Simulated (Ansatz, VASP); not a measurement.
**One calculation of KBr, two programs**

POSCAR

```
KBr
1.0
    0.1279070656      3.4301548857      3.4301548857
    3.4301548857      0.1279070656      3.4301548857
    3.4301548857      3.4301548857      0.1279070656
K Br
1 1
Direct
    0.0000000000      0.0000000000      0.0000000000
    0.5000000000      0.5000000000      0.5000000000
```

INCAR.step1

```
PREC = Accurate
ENCUT = 520
EDIFF = 1E-5
ISMEAR = 0
SIGMA = 0.01
LREAL = False
LASPH = True
NELM = 100
ALGO = Normal
ISIF = 2
LWAVE = True
LCHARG = False
NBANDS = 15
GGA = PE
```

File INCAR.step2:

```
PREC = Accurate
ENCUT = 520
EDIFF = 1E-6
ISMEAR = 0
SIGMA = 0.01
LREAL = False
LASPH = True
NELM = 100
ALGO = Normal
ISIF = 2
LWAVE = False
LCHARG = False
GGA = PE
LHFCALC = True
HFSCREEN = 0.2079
PRECFOCK = Normal
NBANDS = 15
ISTART = 1
```

KPOINTS

```
Automatic mesh
0
Gamma
  4 4 4
```

Input for Ansatz:

```yaml
crystal:
  lattice:
    - [0.1279070656, 3.4301548857, 3.4301548857]
    - [3.4301548857, 0.1279070656, 3.4301548857]
    - [3.4301548857, 3.4301548857, 0.1279070656]
  atoms:
    - { symbol: K, position: [0.0, 0.0, 0.0] }
    - { symbol: Br, position: [0.5, 0.5, 0.5] }
kpoints:
  mp_grid: { grid: [4, 4, 4] }
  band_path:
    path:
      - [0.0, 0.0, 0.0]
      - [0.5, 0.0, 0.5]
      - [0.625, 0.25, 0.625]
      - [0.375, 0.375, 0.75]
      - [0.5, 0.5, 0.5]
      - [0.5, 0.25, 0.75]
    npoints: 1
hamiltonian:
  xc: hse06
scf:
  occupations: { method: fixed }
  n_extra_bands: 4
output:
  forces: true
  stress: true
  eigenvalues: true
```

Change from the starting cell: shear_111 strain +5.8%.

Alike in both runs: task single point; functional HSE06; k mesh 4 × 4 × 4; no spin polarisation.

|  | VASP | Ansatz |
| --- | --- | --- |
| version | VASP 6.6.1 | Ansatz 0.2.0 |
| potentials or method | VASP PAW PBE potentials, release 64 (K_sv, Br) | plane waves, PAW |
| plane-wave cutoff (eV) | 520 | 420 |
| occupations | gaussian, width 0.01 eV | fixed |
| valence electrons in the cell | 16 | 16 |

```csv
,VASP,Ansatz,Ansatz less VASP
gap on the k mesh at the Fermi level (eV),5.37,5.38,+0.002
pressure (GPa),-0.4,-0.4,-0.01
largest component of the traceless stress (GPa),0.23,0.23,+0.001
```

Ansatz warned: «stress_exchange_threshold_loose».

Caveats: the PAW data sets were made with another functional, which shifts forces and pressure a little (VASP).
